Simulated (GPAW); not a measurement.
## KBr: optical spectrum from first principles

Aim: the dielectric function of KBr, and the optical constants that follow from it.

Method: DFT, PBE, plane-wave PAW (GPAW data sets), scalar-relativistic, RPA, optical limit, in GPAW 26.7.0.

### Step 1. Starting point

The structure is cubic, space group Fm-3m (No. 225). Conventional cell: a = 6.600 Å, b = 6.600 Å, c = 6.600 Å, α = 90.00°, β = 90.00°, γ = 90.00°. Br has 6 K at 3.30 Å nearest. K has 6 Br at 3.30 Å nearest. Farther neighbours and most contacts between anions are not listed.

Structure file:

```cif
data_structure
_symmetry_space_group_name_H-M 'P 1'
_symmetry_Int_Tables_number 1
_cell_length_a 4.6669
_cell_length_b 4.6669
_cell_length_c 4.6669
_cell_angle_alpha 60.000
_cell_angle_beta 60.000
_cell_angle_gamma 60.000
_cell_volume 71.87
loop_
_atom_site_label
_atom_site_type_symbol
_atom_site_fract_x
_atom_site_fract_y
_atom_site_fract_z
_atom_site_occupancy
Br1 Br 0.50000 0.50000 0.50000 1
K2 K 0.00000 0.00000 0.00000 1
```

### Step 2. Ground state

First the ground state: is it a metal or has it a gap?

This step: DFT, PBE, plane-wave PAW (GPAW data sets), scalar-relativistic, ground state (GPAW 26.7.0).

gs.py reads:

```python
from ase import Atoms
from ase.dft.bandgap import bandgap
from gpaw import GPAW, PW, FermiDirac

atoms = Atoms(['Br', 'K'],
              cell=[[0.000000000000, 3.300000000000, 3.300000000000],
                    [3.300000000000, 0.000000000000, 3.300000000000],
                    [3.300000000000, 3.300000000000, 0.000000000000]],
              scaled_positions=[[0.500000000000, 0.500000000000, 0.500000000000],
                                [0.000000000000, 0.000000000000, 0.000000000000]],
              pbc=[True, True, True])
atoms.calc = GPAW(mode=PW(500), xc='PBE', kpts={'size': (6, 6, 6), 'gamma': True},
                  occupations=FermiDirac(0.05), maxiter=150, txt='gs.txt')
print('energy (eV)', atoms.get_potential_energy())
print('Fermi level (eV)', atoms.calc.get_fermi_level())
print('valence electrons', atoms.calc.get_number_of_electrons())
print('gap (eV)', bandgap(atoms.calc, output=None)[0])
print('direct gap (eV)', bandgap(atoms.calc, direct=True, output=None)[0])
atoms.calc.write('gs.gpw')
```

Run with:

```bash
$ OMP_NUM_THREADS=1 python gs.py
```

Numbers of over 12 decimals in the logs are rounded to 6 here.

Output:

```text
__  _  _
 | _ |_)|_||  |
 |__||  | ||/\| - 26.7.0

Versions:
  Python: 3.12.14
  ASE:    3.29.0
  Numpy:  2.5.5
  Scipy:  1.18.1
  Libxc:  7.0.0

Input parameters:
  mode=PW(ecut=500.0),
  kpts=MonkhorstPack(size=(6, 6, 6), gamma=True),
  maxiter=150,
  occupations=Occupations(name='fermi-dirac', width=0.05, fixmagmom=False),
  xc=XC(name='PBE')

Diagonalizing LCAO Hamiltonian
Converting LCAO to pw mode

                 Br

       K

Atoms  # Å, Bohr magnetons
|   | symbol |        x |        y |        z |    initial magnetic moments |
| 0 |     Br | 3.300000 | 3.300000 | 3.300000 | ( 0.0000,  0.0000,  0.0000) |
| 1 |      K | 0.000000 | 0.000000 | 0.000000 | ( 0.0000,  0.0000,  0.0000) |

Unit cell  # Å
| periodic |        x |        y |        z |  lengths |    angles |
|      yes | 0.000000 | 3.300000 | 3.300000 | 4.666905 | 60.000000 |
|      yes | 3.300000 | 0.000000 | 3.300000 | 4.666905 | 60.000000 |
|      yes | 3.300000 | 3.300000 | 0.000000 | 4.666905 | 60.000000 |

Number of symmetries: 48
Symmetry operations  # r_c * U_cc + t_c -> r_c
|    | kind |            matrix            |
|  0 |  σ   |  1, 0, 0,  1, 0,-1,  1,-1, 0 |
|  1 |  C2  |  1, 0, 0,  1,-1, 0,  1, 0,-1 |
|  2 |  E   |  1, 0, 0,  0, 1, 0,  0, 0, 1 |
|  3 |  σ   |  1, 0, 0,  0, 0, 1,  0, 1, 0 |
|  4 |  C4  |  1, 0,-1,  1, 0, 0,  1,-1, 0 |
|  5 |  S6  |  1, 0,-1,  1,-1, 0,  1, 0, 0 |
|  6 |  σ   |  1, 0,-1,  0, 1,-1,  0, 0,-1 |
|  7 |  C3  |  1, 0,-1,  0, 0,-1,  0, 1,-1 |
|  8 |  S6  |  1,-1, 0,  1, 0, 0,  1, 0,-1 |
|  9 |  C4  |  1,-1, 0,  1, 0,-1,  1, 0, 0 |
| 10 |  C3  |  1,-1, 0,  0,-1, 1,  0,-1, 0 |
| 11 |  σ   |  1,-1, 0,  0,-1, 0,  0,-1, 1 |
| 12 |  σ   |  0, 1, 0,  1, 0, 0,  0, 0, 1 |
| 13 |  C4  |  0, 1, 0,  0, 1,-1, -1, 1, 0 |
| 14 |  C3  |  0, 1, 0,  0, 0, 1,  1, 0, 0 |
| 15 |  S6  |  0, 1, 0, -1, 1, 0,  0, 1,-1 |
| 16 |  C2  |  0, 1,-1,  1, 0,-1,  0, 0,-1 |
| 17 |  σ   |  0, 1,-1,  0, 1, 0, -1, 1, 0 |
| 18 |  S4  |  0, 1,-1,  0, 0,-1,  1, 0,-1 |
| 19 |  C4  |  0, 1,-1, -1, 1, 0,  0, 1, 0 |
| 20 |  C3  |  0, 0, 1,  1, 0, 0,  0, 1, 0 |
| 21 |  σ   |  0, 0, 1,  0, 1, 0,  1, 0, 0 |
| 22 |  S6  |  0, 0, 1,  0,-1, 1, -1, 0, 1 |
| 23 |  C4  |  0, 0, 1, -1, 0, 1,  0,-1, 1 |
| 24 |  S4  |  0, 0,-1,  1, 0,-1,  0, 1,-1 |
| 25 |  C3  |  0, 0,-1,  0, 1,-1,  1, 0,-1 |
| 26 |  C2  |  0, 0,-1,  0,-1, 0, -1, 0, 0 |
| 27 |  S6  |  0, 0,-1, -1, 0, 0,  0,-1, 0 |
| 28 |  S4  |  0,-1, 1,  1,-1, 0,  0,-1, 0 |
| 29 |  C4  |  0,-1, 1,  0, 0, 1, -1, 0, 1 |
| 30 |  C2  |  0,-1, 1,  0,-1, 0,  1,-1, 0 |
| 31 |  σ   |  0,-1, 1, -1, 0, 1,  0, 0, 1 |
| 32 |  C3  |  0,-1, 0,  1,-1, 0,  0,-1, 1 |
| 33 |  S6  |  0,-1, 0,  0, 0,-1, -1, 0, 0 |
| 34 |  S4  |  0,-1, 0,  0,-1, 1,  1,-1, 0 |
| 35 |  C2  |  0,-1, 0, -1, 0, 0,  0, 0,-1 |
| 36 |  C2  | -1, 1, 0,  0, 1, 0,  0, 1,-1 |
| 37 |  S6  | -1, 1, 0,  0, 1,-1,  0, 1, 0 |
| 38 |  S4  | -1, 1, 0, -1, 0, 1, -1, 0, 0 |
| 39 |  C3  | -1, 1, 0, -1, 0, 0, -1, 0, 1 |
| 40 |  S6  | -1, 0, 1,  0, 0, 1,  0,-1, 1 |
| 41 |  C2  | -1, 0, 1,  0,-1, 1,  0, 0, 1 |
| 42 |  C3  | -1, 0, 1, -1, 1, 0, -1, 0, 0 |
| 43 |  S4  | -1, 0, 1, -1, 0, 0, -1, 1, 0 |
| 44 |  C2  | -1, 0, 0,  0, 0,-1,  0,-1, 0 |
| 45 |  i   | -1, 0, 0,  0,-1, 0,  0, 0,-1 |
| 46 |  σ   | -1, 0, 0, -1, 1, 0, -1, 0, 1 |
| 47 |  C2  | -1, 0, 0, -1, 0, 1, -1, 1, 0 |

BZ-sampling:
  Number of BZ points: 216
  Number of IBZ points: 16

  Monkhorst-Pack size: [6, 6, 6]
  Monkhorst-Pack shift: [0.083333, 0.083333, 0.083333]

K-points  # in reciprocal-cell coordinates
|     |                                coordinates |     weight |
|   0 | (  0.00000000,   0.00000000,   0.00000000) | 0.00462963 |
|   1 | (  0.16666667,   0.16666667,   0.00000000) | 0.02777778 |
|   2 | (  0.16666667,   0.16666667,   0.16666667) | 0.03703704 |
|   3 | (  0.33333333,   0.16666667,   0.16666667) | 0.05555556 |
|   4 | (  0.33333333,   0.33333333,  -0.33333333) | 0.05555556 |
|   5 | (  0.33333333,   0.33333333,   0.00000000) | 0.02777778 |
|   6 | (  0.33333333,   0.33333333,   0.16666667) | 0.11111111 |
|   7 | (  0.33333333,   0.33333333,   0.33333333) | 0.03703704 |
|   8 | (  0.50000000,   0.33333333,  -0.33333333) | 0.11111111 |
|   9 | (  0.50000000,   0.33333333,  -0.16666667) | 0.05555556 |
| ... |                                            |            |
|  15 | (  0.50000000,   0.50000000,   0.50000000) | 0.01851852 |

Plane wave coefficients: 1853
Cutoff: 500.0 eV

Spin-components: 1 (collinear spins)
Bands:           9
Projectors:      10
Spin-degeneracy: 2
Datatype:        complex128

Parallelization:
  kpt:    1
  domain: 1
  band:   1

Density:
  Valence electrons: 16.0
  Components: 1
  Grid points: [25 25 25]
  Charge: 0.0  # |e|

Potential:
  Grid points: [25 25 25]

species:
  Br:
    name:    Bromine
    id:
    Z:       35.0
    valence: 7
    core:    28
    charge:  0.0  # [|e|]
    compensation charges:
      type: gauss
      rc: 0.35  # [Å]
      lmax: 2
    cutoffs:
      filter: 1.98  # [Å]
      core: 2.38  # [Å]
    projectors
    | kind |    occ | energy [eV] | rcut [Å] |
    |   4s |  2.000 |     -20.121 |    1.111 |
    |   4p |  5.000 |      -7.861 |    1.111 |
    |    s |        |       7.091 |    1.111 |
    |    p |        |      19.351 |    1.111 |
    |    d |        |       0.000 |    1.111 |

    Using partial waves for Br as LCAO basis

  K:
    name:    Potassium
    id:
    Z:       19.0
    valence: 9
    core:    10
    charge:  0.0  # [|e|]
    compensation charges:
      type: gauss
      rc: 0.35  # [Å]
      lmax: 2
    cutoffs:
      filter: 1.91  # [Å]
      core: 1.27  # [Å]
    projectors
    | kind |    occ | energy [eV] | rcut [Å] |
    |   3s |  2.000 |     -35.338 |    1.122 |
    |   4s |  1.000 |      -2.319 |    1.122 |
    |   3p |  6.000 |     -18.813 |    1.106 |
    |    p |        |       8.398 |    1.106 |
    |    d |        |       0.000 |    0.937 |

    Using partial waves for K as LCAO basis

Reference energy: -87284.500948  # eV

eigensolver:
  PPCG
  Converge bands: occupied
  niter=2

density mixing:
  MSR1-Mixer
  Pratt-step length: 0.05
  Maximum mixing coefficient: 0.75
  Old densities: 10
  SVD Regularization: 0.005
  Good broyden scale: 1.0
  Trust region scale: 1.0
  Backstep threshold: 4.0
  History deletion threshold: 6.0
  Fourier metric: weight=20.0, sigma=0.015

occupation numbers:
  Fermi-Dirac:
    width: 0.0500  # eV

poisson solver:
  ecut: 4000.0  # eV

xc functional:
  name: PBE with 2 nearest neighbor stencil

convergence criteria:
- Maximum [total energy] change in last 3 cyles: 0.0005 eV / valence electron
- Maximum integral of absolute [dens]ity change: 0.0001 electrons / valence electron
- Maximum integral of absolute [eigenst]ate change: 4e-08 eV^2 / valence electron
maximum number of iterations: 150

SCF iterations
|iter     |      energy | eigst |  dens |
|iter:   1||   -6.500291 | -0.31 |       |
|iter:   2||   -6.477626 | -2.24 | -1.32 |
|iter:   3||   -6.371725 | -1.52 | -1.35 |
|iter:   4||   -6.370980 | -2.78 | -1.68 |
|iter:   5||   -6.373576c| -3.76 | -2.02 |
|iter:   6||   -6.373882c| -4.91 | -2.62 |
|iter:   7||   -6.373894c| -6.18 | -3.49 |
|iter:   8||   -6.373896c| -6.96 | -3.88 |
|iter:   9||   -6.373896c| -7.61c| -4.94c|

Converged in 9 steps
SCF loop duration: 3.482 s (0.387 s/step)
Energy contributions relative to reference atoms: (reference = -87284.500948)

Energy contributions:
  Kinetic:           5.060107
  Coulomb:          -4.293911
  Zero:             -0.665750
  External:          0.000000
  Xc:               -6.474342
  Entropy:          -0.000000
  Spinorbit:         0.000000
  ----------------------------
  Free energy:      -6.373896
  Extrapolated:     -6.373896

dipole moment: (-24.049954, -24.049954, -24.049954)  # |e|*Ang

Fermi level: 1.611
Eigenvalues  # (at kpt = [0.000, 0.000, 0.000])
| band index |      eig [eV] | occ [0-2] |
|          0 |       -27.949 |     2.000 |
|          1 |       -12.477 |     2.000 |
|          2 |       -11.459 |     2.000 |
|          3 |       -11.459 |     2.000 |
|          4 |       -11.459 |     2.000 |
|          5 |        -0.198 |     2.000 |
|          6 |        -0.198 |     2.000 |
|          7 |        -0.198 |     2.000 |
|          8 |         4.243 |     0.000 |

Gap: 4.442 eV
Transition (v -> c):
  (s=0, k=0, n=7, [0.00, 0.00, 0.00]) -> (s=0, k=0, n=8, [0.00, 0.00, 0.00])
No difference between direct/indirect transitions

--- standard output ---
energy (eV) -6.373896
Fermi level (eV) 1.611151
valence electrons 16.0
gap (eV) 4.441543
direct gap (eV) 4.441543
```

Elapsed: 4.7 s, on 1 thread of Arm Neoverse V2, shared host; peak memory 0.14 GiB.

Numbers from this step:

| Property | Result |
| --- | --- |
| energy | -6.374 eV |
| Fermi energy | 1.611 eV |
| gap on the k-mesh | 4.442 eV |
| direct gap on the mesh | 4.442 eV |
| electrons | 16 |

There is a gap, 4.44 eV on this mesh (points off the mesh can give less), so no carriers' term is needed.

### Step 3. Bands for the response

At the fixed density, many empty bands are solved on the mesh of the response, since the spectrum sums over them.

This step: DFT, PBE, plane-wave PAW (GPAW data sets), scalar-relativistic, bands at fixed density (GPAW 26.7.0).

nscf.py reads:

```python
from ase.dft.bandgap import bandgap
from gpaw import GPAW, FermiDirac

calc = GPAW('gs.gpw').fixed_density(kpts={'size': (9, 9, 9), 'gamma': True}, nbands=48, convergence={'bands': 42},
                                    occupations=FermiDirac(0.001), txt='nscf.txt')
print('gap (eV)', bandgap(calc, output=None)[0])
print('direct gap (eV)', bandgap(calc, direct=True, output=None)[0])
print('top band over the Fermi level (eV)', min(calc.get_eigenvalues(kpt=k)[41] for k in range(len(calc.get_ibz_k_points()))) - calc.get_fermi_level())
calc.write('full.gpw', mode='all')
```

Run with:

```bash
$ OMP_NUM_THREADS=1 python nscf.py
```

Output:

```text
Diagonalizing LCAO Hamiltonian
Converting LCAO to pw mode
convergence criteria:
- Maximum integral of absolute [eigenst]ate change: 4e-08 eV^2 / valence electron
maximum number of iterations: 150

SCF iterations
|iter     |      energy | eigst |  dens |
|iter:   1||             | +3.80 |       |
|iter:   2||             | +2.48 |       |
|iter:   3||             | +1.41 |       |
|iter:   4||             | +0.25 |       |
|iter:   5||             | -0.86 |       |
|iter:   6||             | -1.79 |       |
|iter:   7||             | -2.69 |       |
|iter:   8||             | -3.45 |       |
|iter:   9||             | -3.98 |       |
|iter:  10||             | -4.38 |       |
|iter:  11||             | -4.73 |       |
|iter:  12||             | -5.06 |       |
|iter:  13||             | -5.41 |       |
|iter:  14||             | -5.79 |       |
|iter:  15||             | -6.12 |       |
|iter:  16||             | -6.44 |       |
|iter:  17||             | -6.68 |       |
|iter:  18||             | -6.88 |       |
|iter:  19||             | -7.10 |       |
|iter:  20||             | -7.37 |       |
|iter:  21||             | -7.51c|       |
SCF steps: 21
  __  _  _
 | _ |_)|_||  |
 |__||  | ||/\| - 26.7.0

Versions:
  Python: 3.12.14
  ASE:    3.29.0
  Numpy:  2.5.5
  Scipy:  1.18.1
  Libxc:  7.0.0

Input parameters:
  mode=PW(ecut=500.0),
  convergence={'bands': 42},
  gpts=array([25, 25, 25]),
  kpts=MonkhorstPack(size=(9, 9, 9), gamma=True),
  maxiter=150,
  nbands=48,
  occupations=Occupations(name='fermi-dirac', width=0.001, fixmagmom=False),
  parallel={},
  xc=XC(name='PBE')

--- standard output ---
gap (eV) 4.441543
direct gap (eV) 4.441543
top band over the Fermi level (eV) 29.814670
```

Run time: 68 s. Hardware: 1 thread; peak memory 0.21 GiB.

(Part 1 of 2 ends here.)

[Machine, clock and banner lines and Python warnings are left out of the logs.]

[Logs are printed without paths, hosts, clocks, repeated set-up lines and the standing remarks that a program may print on its own settings, such as how far it seeks lower states.]

[Hosts, paths, dates, database ids (printed as entryN), source tags and the programs' standing remarks are cut or masked in the printed files.]
